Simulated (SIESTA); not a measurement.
Runs of SIESTA 5.4.2 on Al2O3 (Corundum). It takes space group R-3c (No. 167, trigonal). Conventional cell: a = 4.760 Å, b = 4.760 Å, c = 12.996 Å, α = 90.00°, β = 90.00°, γ = 120.00°. Around Al (site symmetry 3) lie 6 O at 1.85 to 1.97 Å. O (site symmetry 2) has 4 Al at 1.85 to 1.97 Å as nearest neighbours. 

```csv
level,potentials or basis,energy shift,gap on the mesh (eV),pressure (GPa),largest force (eV/Å)
PBE,"PseudoDojo 0.4 standard (PBE files), TZP (energy shift 0.003 Ry)",0.003 Ry,6.26,7.4,0.11
PBE,"PseudoDojo 0.4 standard (PBE files), DZ (energy shift 0.003 Ry)",0.003 Ry,6.02,18.2,0.69
BLYP,"PseudoDojo 0.4 standard (PBE files), DZP (energy shift 0.003 Ry)",0.003 Ry,6.53,14.7,(a)
PBE,"PseudoDojo 0.4 standard (PBE files), DZP (energy shift 0.003 Ry)",0.003 Ry,(b),8.5,0.03
PBE,"PseudoDojo 0.4 standard (PBE files), SZ (energy shift 0.01 Ry)",0.01 Ry,5.62,28.6,0.68
```

Alike in all rows: task band structure; no spin polarisation; cell as given; k mesh 7 × 7 × 7; smearing fermi-dirac 0.05 eV; grid cutoff 800 Ry.

Estimate the missing entries.

(a) 0.16; (b) 6.24.

Caveats: the basis of atomic orbitals isn't converged, which shifts pressures, moduli and gaps; the basis has no polarisation orbitals (some runs); so large a pressure means that the cell lies far from this level's equilibrium, or that cutoff or potentials fall short (some runs); the potentials were made for another functional, which shifts forces and pressure (some runs); a pressure of tens of GPa on the cell as given is suspect, and the run, the potentials or the cell itself is likely at fault (some runs).

